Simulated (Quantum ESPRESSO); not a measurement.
# GaAs (F-43m) in Quantum ESPRESSO: further runs

Aim: see how the results for GaAs move with the level of theory and the settings. Levels: PBE, PBE+D3(BJ), LDA. Tasks: band structure, single point, equation of state.

Program: Quantum ESPRESSO 7.5. These are calculated values, not measurements. Logs are shortened: lines on timing, memory, paths and dates and some standing lists are left out, and cuts for length are marked.

**What was measured.**

From “Evidence of valence band perturbations in GaAsN/GaAs(001): A combined variable-angle spectroscopic ellipsometry and modulated photoreflectance investigation”, 2008, arxiv:0805.2212, for a bulk crystal of GaAs at 300 K: band gap 1.418 ± 0.005 eV (direct).

How close the calculation comes is told below.

## 1. Starting point

Symmetry: F-43m, No. 216, cubic system. The conventional cell has a = 5.654 Å, b = 5.654 Å, c = 5.654 Å, α = 90.00°, β = 90.00°, γ = 90.00°. Around As (site symmetry -43m) lie 4 Ga at 2.45 Å. Ga (site symmetry -43m) is surrounded by 4 As at 2.45 Å.

## 2. Band structure, PBE

The input, pw.in:

```
&CONTROL
  calculation = 'scf'
  prefix = 'pwscf'
  outdir = './tmp'
  pseudo_dir = './pseudo'
  tprnfor = .true.
  tstress = .true.
  disk_io = 'low'
/
&SYSTEM
  ibrav = 0
  nat = 2
  ntyp = 2
  ecutwfc = 84
  nbnd = 21
  occupations = 'smearing'
  smearing = 'fd'
  degauss = 0.00367493
/
&ELECTRONS
  conv_thr = 4d-10
  electron_maxstep = 120
  mixing_beta = 0.5
/
ATOMIC_SPECIES
As    74.9216 As.upf
Ga    69.7230 Ga.upf
CELL_PARAMETERS angstrom
   0.0000000000    2.8268500000    2.8268500000
   2.8268500000    0.0000000000    2.8268500000
   2.8268500000    2.8268500000    0.0000000000
ATOMIC_POSITIONS angstrom
As     4.2402750000    4.2402750000    4.2402750000
Ga     0.0000000000    0.0000000000    0.0000000000
K_POINTS automatic
8 8 8 0 0 0
```

The input, pp_density.in:

```
&INPUTPP
  prefix = 'pwscf'
  outdir = './tmp'
  filplot = 'density.dat'
  plot_num = 0
/
&PLOT
  nfile = 1
  filepp(1) = 'density.dat'
  iflag = 3
  output_format = 6
  fileout = 'density.cube'
/
```

The input, pp_potential.in:

```
&INPUTPP
  prefix = 'pwscf'
  outdir = './tmp'
  filplot = 'potential.dat'
  plot_num = 11
/
&PLOT
  nfile = 1
  filepp(1) = 'potential.dat'
  iflag = 3
  output_format = 6
  fileout = 'potential.cube'
/
```

The input, pp_elf.in:

```
&INPUTPP
  prefix = 'pwscf'
  outdir = './tmp'
  filplot = 'elf.dat'
  plot_num = 8
/
&PLOT
  nfile = 1
  filepp(1) = 'elf.dat'
  iflag = 3
  output_format = 6
  fileout = 'elf.cube'
/
```

The input, bands.in:

```
&CONTROL
  calculation = 'bands'
  prefix = 'pwscf'
  outdir = './tmp'
  pseudo_dir = './pseudo'
  disk_io = 'low'
  verbosity = 'high'
/
&SYSTEM
  ibrav = 0
  nat = 2
  ntyp = 2
  ecutwfc = 84
  nbnd = 21
  occupations = 'smearing'
  smearing = 'fd'
  degauss = 0.00367493
/
&ELECTRONS
  conv_thr = 1d-08
  electron_maxstep = 120
  mixing_beta = 0.5
  diago_full_acc = .true.
/
ATOMIC_SPECIES
As    74.9216 As.upf
Ga    69.7230 Ga.upf
CELL_PARAMETERS angstrom
   0.0000000000    2.8268500000    2.8268500000
   2.8268500000    0.0000000000    2.8268500000
   2.8268500000    2.8268500000    0.0000000000
ATOMIC_POSITIONS angstrom
As     4.2402750000    4.2402750000    4.2402750000
Ga     0.0000000000    0.0000000000    0.0000000000
K_POINTS crystal
60
 0.0000000000  0.0000000000  0.0000000000 1
 0.0625000000  0.0000000000  0.0625000000 1
 0.1250000000  0.0000000000  0.1250000000 1
 0.1875000000  0.0000000000  0.1875000000 1
 0.2500000000  0.0000000000  0.2500000000 1
 0.3125000000  0.0000000000  0.3125000000 1
 0.3750000000  0.0000000000  0.3750000000 1
 0.4375000000  0.0000000000  0.4375000000 1
 0.5000000000  0.0000000000  0.5000000000 1
 0.5000000000  0.0625000000  0.5625000000 1
 0.5000000000  0.1250000000  0.6250000000 1
 0.5000000000  0.1875000000  0.6875000000 1
 0.5000000000  0.2500000000  0.7500000000 1
 0.4375000000  0.3125000000  0.7500000000 1
 0.3750000000  0.3750000000  0.7500000000 1
 0.3375000000  0.3375000000  0.6750000000 1
 0.3000000000  0.3000000000  0.6000000000 1
 0.2625000000  0.2625000000  0.5250000000 1
 0.2250000000  0.2250000000  0.4500000000 1
 0.1875000000  0.1875000000  0.3750000000 1
 0.1500000000  0.1500000000  0.3000000000 1
 0.1125000000  0.1125000000  0.2250000000 1
 0.0750000000  0.0750000000  0.1500000000 1
 0.0375000000  0.0375000000  0.0750000000 1
 0.0000000000  0.0000000000  0.0000000000 1
 0.0625000000  0.0625000000  0.0625000000 1
 0.1250000000  0.1250000000  0.1250000000 1
 0.1875000000  0.1875000000  0.1875000000 1
 0.2500000000  0.2500000000  0.2500000000 1
 0.3125000000  0.3125000000  0.3125000000 1
 0.3750000000  0.3750000000  0.3750000000 1
 0.4375000000  0.4375000000  0.4375000000 1
 0.5000000000  0.5000000000  0.5000000000 1
 0.5250000000  0.4500000000  0.5250000000 1
 0.5500000000  0.4000000000  0.5500000000 1
 0.5750000000  0.3500000000  0.5750000000 1
 0.6000000000  0.3000000000  0.6000000000 1
 0.6250000000  0.2500000000  0.6250000000 1
 0.5833333333  0.2500000000  0.6666666667 1
 0.5416666667  0.2500000000  0.7083333333 1
 0.5000000000  0.2500000000  0.7500000000 1
 0.5000000000  0.2857142857  0.7142857143 1
 0.5000000000  0.3214285714  0.6785714286 1
 0.5000000000  0.3571428571  0.6428571429 1
 0.5000000000  0.3928571429  0.6071428571 1
 0.5000000000  0.4285714286  0.5714285714 1
 0.5000000000  0.4642857143  0.5357142857 1
 0.5000000000  0.5000000000  0.5000000000 1
 0.4821428571  0.4821428571  0.5357142857 1
 0.4642857143  0.4642857143  0.5714285714 1
 0.4464285714  0.4464285714  0.6071428571 1
 0.4285714286  0.4285714286  0.6428571429 1
 0.4107142857  0.4107142857  0.6785714286 1
 0.3928571429  0.3928571429  0.7142857143 1
 0.3750000000  0.3750000000  0.7500000000 1
 0.6250000000  0.2500000000  0.6250000000 1
 0.5937500000  0.1875000000  0.5937500000 1
 0.5625000000  0.1250000000  0.5625000000 1
 0.5312500000  0.0625000000  0.5312500000 1
 0.5000000000  0.0000000000  0.5000000000 1
```

Potentials or basis: PseudoDojo 0.4.1 SR PBE standard.

Launch:

```
$ OMP_NUM_THREADS=1 pw.x -in pw.in > pw.out
$ OMP_NUM_THREADS=1 pp.x -in pp_density.in > pp_density.out
$ OMP_NUM_THREADS=1 pp.x -in pp_potential.in > pp_potential.out
$ OMP_NUM_THREADS=1 pp.x -in pp_elf.in > pp_elf.out
$ OMP_NUM_THREADS=1 pw.x -in bands.in > bands.out
```

pw.out:

```text
This program is part of the open-source Quantum ESPRESSO suite
     for quantum simulation of materials; please cite
[... 9 lines left out ...]
     --------------------
     sticks:   dense  smooth     PW     G-vecs:    dense   smooth      PW
     Sum        1333    1333    379                31775    31775    5029

     Using Slab Decomposition

     bravais-lattice index     =            0
     lattice parameter (alat)  =       7.5547  a.u.
     unit-cell volume          =     304.8842 (a.u.)^3
     number of atoms/cell      =            2
     number of atomic types    =            2
     number of electrons       =        28.00
     number of Kohn-Sham states=           21
     kinetic-energy cutoff     =      84.0000  Ry
     charge density cutoff     =     336.0000  Ry
     scf convergence threshold =      4.0E-10
     mixing beta               =       0.5000
     number of iterations used =            8  plain     mixing
     Exchange-correlation= PBE
                           (   1   4   3   4   0   0   0)

     celldm(1)=   7.554690  celldm(2)=   0.000000  celldm(3)=   0.000000
     celldm(4)=   0.000000  celldm(5)=   0.000000  celldm(6)=   0.000000

     crystal axes: (cart. coord. in units of alat)
               a(1) = (   0.000000   0.707107   0.707107 )
               a(2) = (   0.707107   0.000000   0.707107 )
               a(3) = (   0.707107   0.707107   0.000000 )

     reciprocal axes: (cart. coord. in units 2 pi/alat)
               b(1) = ( -0.707107  0.707107  0.707107 )
               b(2) = (  0.707107 -0.707107  0.707107 )
               b(3) = (  0.707107  0.707107 -0.707107 )

     PseudoPot. # 1 for As read from file:
     As.upf
     Pseudo is Norm-conserving + core correction, Zval = 15.0
     Generated using ONCVPSP code by D. R. Hamann
     Using radial grid of 1358 points,  6 beta functions with:
                l(1) =   0
                l(2) =   0
                l(3) =   1
                l(4) =   1
                l(5) =   2
                l(6) =   2

     PseudoPot. # 2 for Ga read from file:
     Ga.upf
     Pseudo is Norm-conserving + core correction, Zval = 13.0
     Generated using ONCVPSP code by D. R. Hamann
     Using radial grid of 1902 points,  6 beta functions with:
                l(1) =   0
                l(2) =   0
                l(3) =   1
                l(4) =   1
                l(5) =   2
                l(6) =   2

     atomic species   valence    mass     pseudopotential
     As               15.00    74.92160     As( 1.00)
     Ga               13.00    69.72300     Ga( 1.00)

     24 Sym. Ops. (no inversion) found

   Cartesian axes

     site n.     atom                  positions (alat units)
         1        As     tau(   1) = (   1.0606602   1.0606602   1.0606602  )
         2        Ga     tau(   2) = (   0.0000000   0.0000000   0.0000000  )

     number of k points=    29  Fermi-Dirac smearing, width (Ry)=  0.0037
                       cart. coord. in units 2pi/alat
        k(    1) = (   0.0000000   0.0000000   0.0000000), wk =   0.0039062
        k(    2) = (   0.0883883   0.0883883  -0.0883883), wk =   0.0312500
        k(    3) = (   0.1767767   0.1767767  -0.1767767), wk =   0.0312500
        k(    4) = (   0.2651650   0.2651650  -0.2651650), wk =   0.0312500
        k(    5) = (  -0.3535534  -0.3535534   0.3535534), wk =   0.0156250
        k(    6) = (   0.1767767   0.0000000   0.0000000), wk =   0.0234375
[... 21 lines left out ...]
        k(   28) = (  -0.7071068   0.1767767  -0.0000000), wk =   0.0468750
        k(   29) = (  -0.7071068   0.3535534   0.0000000), wk =   0.0234375

     Dense  grid:    31775 G-vectors     FFT dimensions: (  45,  45,  45)

     Initial potential from superposition of free atoms

     starting charge      27.9971, renormalised to      28.0000
     Starting wfcs are   18 randomized atomic wfcs +    3 random wfcs

     Self-consistent Calculation

     iteration #  1     ecut=    84.00 Ry     beta= 0.50
     Davidson diagonalization with overlap
     ethr =  1.00E-02,  avg # of iterations =  5.3

     Threshold (ethr) on eigenvalues was too large:
     Diagonalizing with lowered threshold

     Davidson diagonalization with overlap
     ethr =  1.72E-04,  avg # of iterations =  3.2

     total energy              =    -365.12280443 Ry
     estimated scf accuracy    <       0.04829583 Ry

     iteration #  2     ecut=    84.00 Ry     beta= 0.50
     Davidson diagonalization with overlap
     ethr =  1.72E-04,  avg # of iterations =  2.0
[... 43 lines left out ...]
     total energy              =    -365.12897296 Ry
     estimated scf accuracy    <          7.6E-10 Ry

     iteration #  9     ecut=    84.00 Ry     beta= 0.50
     Davidson diagonalization with overlap
     ethr =  2.72E-12,  avg # of iterations =  2.1

     End of self-consistent calculation

          k = 0.0000 0.0000 0.0000 (  3839 PWs)   bands (ev):

   -26.4128 -26.4128 -26.4128 -26.4033 -26.4033  -6.0131  -6.0131  -6.0131
    -5.9357  -5.9357  -3.9264   8.8004   8.8004   8.8004   9.3161  12.5444
    12.5444  12.5444  16.4060  18.9669  18.9670

          k = 0.0884 0.0884-0.0884 (  3927 PWs)   bands (ev):

   -26.4128 -26.4127 -26.4127 -26.4033 -26.4033  -6.0266  -6.0096  -6.0096
    -5.9359  -5.9359  -3.7441   6.8386   8.5650   8.5650  10.3933  12.8918
    12.8918  13.0029  17.3432  18.1026  18.1026
[... 13 lines left out ...]
          k =-0.3536-0.3536 0.3536 (  3996 PWs)   bands (ev):

   -26.4126 -26.4120 -26.4120 -26.4031 -26.4031  -6.0927  -5.9938  -5.9938
    -5.9318  -5.9318  -2.1658   2.1685   7.6611   7.6611   9.8043  13.4489
    13.4489  16.5702  19.2054  20.7284  20.7284

          k = 0.1768 0.0000 0.0000 (  3931 PWs)   bands (ev):

   -26.4130 -26.4126 -26.4126 -26.4034 -26.4032  -6.0343  -6.0062  -6.0062
    -5.9386  -5.9339  -3.6834   6.8097   8.1447   8.1447  11.1550  11.9085
    13.5035  13.5035  16.8525  17.7111  19.2227

          k = 0.2652 0.0884-0.0884 (  3952 PWs)   bands (ev):

   -26.4130 -26.4123 -26.4123 -26.4034 -26.4030  -6.0577  -5.9997  -5.9981
    -5.9410  -5.9323  -3.2817   5.1715   7.6352   7.6563  11.3355  12.2422
    14.2440  14.3454  16.6819  18.9174  19.0402
[... 19 lines left out ...]
          k =-0.0884-0.2652 0.2652 (  3957 PWs)   bands (ev):

   -26.4127 -26.4123 -26.4122 -26.4032 -26.4031  -6.0720  -5.9974  -5.9952
    -5.9379  -5.9335  -2.8722   3.9659   6.7000   8.0811  11.1149  13.5555
    13.5581  14.9346  17.1403  18.5682  19.9163

          k = 0.0000-0.1768 0.1768 (  3931 PWs)   bands (ev):

   -26.4128 -26.4126 -26.4124 -26.4033 -26.4032  -6.0457  -6.0056  -6.0020
    -5.9379  -5.9344  -3.4520   5.6643   7.4412   8.5216  11.0956  12.8861
    13.0198  14.2063  17.0923  18.0539  18.5728

          k = 0.3536 0.0000 0.0000 (  3976 PWs)   bands (ev):

   -26.4133 -26.4119 -26.4119 -26.4036 -26.4028  -6.0766  -5.9890  -5.9890
    -5.9473  -5.9296  -3.0002   4.7135   7.1134   7.1134  10.7902  12.0741
    15.4197  15.4197  16.2532  19.9861  20.2386

          k = 0.4419 0.0884-0.0884 (  3973 PWs)   bands (ev):

   -26.4133 -26.4117 -26.4116 -26.4036 -26.4027  -6.0953  -5.9827  -5.9808
    -5.9499  -5.9278  -2.4554   3.5388   6.3893   6.7829  10.9237  12.1322
    15.2416  16.0113  18.3033  20.6945  20.9934
[... 7 lines left out ...]
          k =-0.0884-0.4419 0.4419 (  3969 PWs)   bands (ev):

   -26.4126 -26.4119 -26.4116 -26.4032 -26.4029  -6.1021  -5.9860  -5.9801
    -5.9404  -5.9335  -1.7855   2.4082   5.1564   7.0608  11.2156  14.2589
    15.2560  16.1629  17.3747  18.5733  21.4448

          k = 0.0000-0.3536 0.3536 (  3955 PWs)   bands (ev):

   -26.4124 -26.4121 -26.4119 -26.4031 -26.4031  -6.0898  -5.9898  -5.9879
    -5.9376  -5.9354  -2.2901   3.1622   5.4424   7.5827  11.5368  14.4270
    14.4716  14.6493  17.2190  19.1672  21.5239

          k = 0.5303-0.0000 0.0000 (  3988 PWs)   bands (ev):

   -26.4136 -26.4113 -26.4113 -26.4037 -26.4025  -6.1115  -5.9713  -5.9713
    -5.9572  -5.9252  -2.0414   2.8945   6.3832   6.3832  10.2705  11.1033
    17.5479  17.5479  18.1874  21.2209  22.4083

          k =-0.0884-0.6187 0.6187 (  3980 PWs)   bands (ev):

   -26.4135 -26.4112 -26.4112 -26.4037 -26.4025  -6.1181  -5.9708  -5.9675
    -5.9562  -5.9254  -1.5867   2.2600   5.6920   6.2972  10.5142  11.4757
    17.2968  17.7910  19.5430  21.3488  21.7386

          k = 0.0000-0.5303 0.5303 (  3953 PWs)   bands (ev):

   -26.4130 -26.4115 -26.4113 -26.4035 -26.4026  -6.1131  -5.9778  -5.9706
    -5.9493  -5.9294  -1.4659   2.1774   4.9469   6.5460  10.7698  13.4439
    16.7625  16.8737  17.4714  19.3853  23.0806

          k =-0.7071 0.0000 0.0000 (  3984 PWs)   bands (ev):

   -26.4137 -26.4110 -26.4110 -26.4038 -26.4023  -6.1244  -5.9637  -5.9637
    -5.9615  -5.9234  -1.4293   1.9901   6.1267   6.1267  10.2729  10.4651
    18.9767  18.9767  19.7783  22.1216  22.2424

          k = 0.3536 0.1768 0.0000 (  3970 PWs)   bands (ev):

   -26.4130 -26.4120 -26.4120 -26.4034 -26.4029  -6.0785  -5.9925  -5.9898
    -5.9437  -5.9307  -2.8064   4.1223   6.4082   7.5037  11.8502  12.3295
    14.1712  15.1392  17.2861  19.7508  20.2539

          k =-0.2652-0.4419 0.6187 (  3969 PWs)   bands (ev):

   -26.4127 -26.4120 -26.4117 -26.4033 -26.4029  -6.0950  -5.9888  -5.9832
    -5.9423  -5.9310  -2.1765   2.9153   5.7537   7.0682  11.8890  13.0052
    14.3417  15.7262  18.3428  19.6600  21.1021
[... 13 lines left out ...]
          k =-0.0884-0.4419 0.6187 (  3975 PWs)   bands (ev):

   -26.4128 -26.4118 -26.4112 -26.4035 -26.4027  -6.1103  -5.9812  -5.9715
    -5.9471  -5.9305  -1.5333   2.2757   5.1435   6.1514  11.8055  13.5136
    14.7078  16.6514  18.2599  21.0272  21.7402

          k = 0.0000-0.3536 0.5303 (  3975 PWs)   bands (ev):

   -26.4125 -26.4121 -26.4113 -26.4033 -26.4028  -6.1052  -5.9851  -5.9749
    -5.9432  -5.9330  -1.6732   2.4444   5.0005   6.4929  12.1448  14.0465
    14.2414  16.5288  17.5331  19.2627  22.9092

          k =-0.7071 0.1768-0.0000 (  3972 PWs)   bands (ev):

   -26.4133 -26.4114 -26.4110 -26.4037 -26.4025  -6.1185  -5.9723  -5.9677
    -5.9534  -5.9268  -1.4009   2.0777   5.6628   5.7592  11.3676  11.5662
    16.9539  17.1591  19.8153  21.1335  22.1636

          k =-0.7071 0.3536 0.0000 (  3972 PWs)   bands (ev):

   -26.4126 -26.4122 -26.4110 -26.4034 -26.4027  -6.1117  -5.9816  -5.9692
    -5.9460  -5.9321  -1.3720   2.1769   5.2701   5.4636  13.4258  13.5272
    14.2211  14.8550  19.8755  21.0835  22.1202

     the Fermi energy is     9.0875 ev

!    total energy              =    -365.12897296 Ry
     estimated scf accuracy    <          5.2E-12 Ry
     smearing contrib. (-TS)   =      -0.00000185 Ry
     internal energy E=F+TS    =    -365.12897111 Ry

     The total energy is F=E-TS. E is the sum of the following terms:
     one-electron contribution =    -192.05593449 Ry
     hartree contribution      =     114.72141028 Ry
     xc contribution           =     -89.44161312 Ry
     ewald contribution        =    -198.35283378 Ry

     convergence has been achieved in   9 iterations

     Forces acting on atoms (cartesian axes, Ry/au):

     atom    1 type  1   force =    -0.00000000   -0.00000000   -0.00000000
     atom    2 type  2   force =     0.00000000    0.00000000    0.00000000

     Total force =     0.000000     Total SCF correction =     0.000000

     Computing stress (Cartesian axis) and pressure

          total   stress  (Ry/bohr**3)                   (kbar)     P=       33.78
   0.00022961   0.00000000   0.00000000           33.78        0.00        0.00
   0.00000000   0.00022961   0.00000000            0.00       33.78        0.00
   0.00000000   0.00000000   0.00022961            0.00        0.00       33.78

=------------------------------------------------------------------------------=
   JOB DONE.
=------------------------------------------------------------------------------=
```

Wall time 75 s (1 thread of Arm Neoverse V2, shared host); peak memory 0.11 GiB.

What came out:

- Free energy: -4967.8328 eV
- Pressure: 3.4 GPa
- Band gap on the k mesh: 0.52 eV, direct
- Band gap along the path: 0.52 eV, direct

Levels at the corners of the path, in eV from the valence-band top:
| point | band 11 | band 12 | band 13 | band 14 | band 15 | band 16 | band 17 | band 18 |
| --- | --- | --- | --- | --- | --- | --- | --- | --- |
| Γ | -12.73 | 0.00 | 0.00 | 0.00 | 0.52 | 3.74 | 3.74 | 3.74 |
| X | -10.23 | -6.81 | -2.67 | -2.67 | 1.47 | 1.66 | 10.18 | 10.18 |
| W | -10.17 | -6.62 | -3.53 | -3.34 | 4.63 | 4.73 | 5.42 | 6.05 |
| K | -10.27 | -6.62 | -3.85 | -2.25 | 1.97 | 4.64 | 7.96 | 8.07 |
| Γ | -12.73 | 0.00 | 0.00 | 0.00 | 0.52 | 3.74 | 3.74 | 3.74 |
| L | -10.97 | -6.63 | -1.14 | -1.14 | 1.00 | 4.65 | 4.65 | 7.77 |
| U | -10.27 | -6.62 | -3.85 | -2.25 | 1.97 | 4.64 | 7.96 | 8.07 |
| W | -10.17 | -6.62 | -3.53 | -3.34 | 4.63 | 4.73 | 5.42 | 6.05 |
| L | -10.97 | -6.63 | -1.14 | -1.14 | 1.00 | 4.65 | 4.65 | 7.77 |
| K | -10.27 | -6.62 | -3.85 | -2.25 | 1.97 | 4.64 | 7.96 | 8.07 |
| U | -10.27 | -6.62 | -3.85 | -2.25 | 1.97 | 4.64 | 7.96 | 8.07 |
| X | -10.23 | -6.81 | -2.67 | -2.67 | 1.47 | 1.66 | 10.18 | 10.18 |

## 3. Single point, PBE+D3(BJ), 21.23 Å³/atom

The input, pw.in:

```
&CONTROL
  calculation = 'scf'
  prefix = 'pwscf'
  outdir = './tmp'
  pseudo_dir = './pseudo'
  tprnfor = .true.
  tstress = .true.
  disk_io = 'nowf'
/
&SYSTEM
  ibrav = 0
  nat = 2
  ntyp = 2
  ecutwfc = 84
  nbnd = 21
  occupations = 'smearing'
  smearing = 'fd'
  degauss = 0.00367493
  vdw_corr = 'grimme-d3'
  dftd3_version = 4
/
&ELECTRONS
  conv_thr = 4d-10
  electron_maxstep = 120
  mixing_beta = 0.5
/
ATOMIC_SPECIES
As    74.9216 As.upf
Ga    69.7230 Ga.upf
CELL_PARAMETERS angstrom
   0.0000000000    2.7691429914    2.7691429914
   2.7691429914    0.0000000000    2.7691429914
   2.7691429914    2.7691429914    0.0000000000
ATOMIC_POSITIONS crystal
As     0.7500000000    0.7500000000    0.7500000000
Ga     0.0000000000    0.0000000000    0.0000000000
K_POINTS automatic
8 8 8 0 0 0
```

Potentials or basis: PseudoDojo 0.4.1 SR PBE standard.

Launch:

```
$ OMP_NUM_THREADS=1 pw.x -in pw.in > pw.out
```

It took 31 s on 1 thread of Arm Neoverse V2, shared host; peak memory 0.1 GiB.

It converged, with:

* Free energy: -4968.3881 eV
* Pressure: 6.3 GPa
* Band gap on the k mesh: 0.99 eV, direct

## 4. Single point, PBE+D3(BJ), 21.69 Å³/atom

Edit pw.in of step 3 so:

```diff
@@ -30,5 +30,5 @@
 CELL_PARAMETERS angstrom
-   0.0000000000    2.7691429914    2.7691429914
-   2.7691429914    0.0000000000    2.7691429914
-   2.7691429914    2.7691429914    0.0000000000
+   0.0000000000    2.7886446409    2.7886446409
+   2.7886446409    0.0000000000    2.7886446409
+   2.7886446409    2.7886446409    0.0000000000
 ATOMIC_POSITIONS crystal
```

Launch:

```
$ OMP_NUM_THREADS=1 pw.x -in pw.in > pw.out
```

Run time: 32 s. Hardware: 1 thread of Arm Neoverse V2, shared host; peak memory 0.1 GiB.

The run converged. Its results:

```
Free energy            : -4968.4183 eV
Pressure               : 4.4 GPa
Band gap on the k mesh : 0.83 eV, direct
```

## 5. Single point, PBE+D3(BJ), 22.14 Å³/atom

Edit pw.in of step 4 so:

```diff
@@ -30,5 +30,5 @@
 CELL_PARAMETERS angstrom
-   0.0000000000    2.7886446409    2.7886446409
-   2.7886446409    0.0000000000    2.7886446409
-   2.7886446409    2.7886446409    0.0000000000
+   0.0000000000    2.8078772807    2.8078772807
+   2.8078772807    0.0000000000    2.8078772807
+   2.8078772807    2.8078772807    0.0000000000
 ATOMIC_POSITIONS crystal
```

Launch:

```
$ OMP_NUM_THREADS=1 pw.x -in pw.in > pw.out
```

Run time: 32 s. Hardware: 1 thread of Arm Neoverse V2, shared host; peak memory 0.1 GiB.

Results (log left out):

- Free energy: -4968.4382 eV
- Pressure: 2.7 GPa
- Band gap on the k mesh: 0.67 eV, direct

(Part 1 of 2 ends here.)
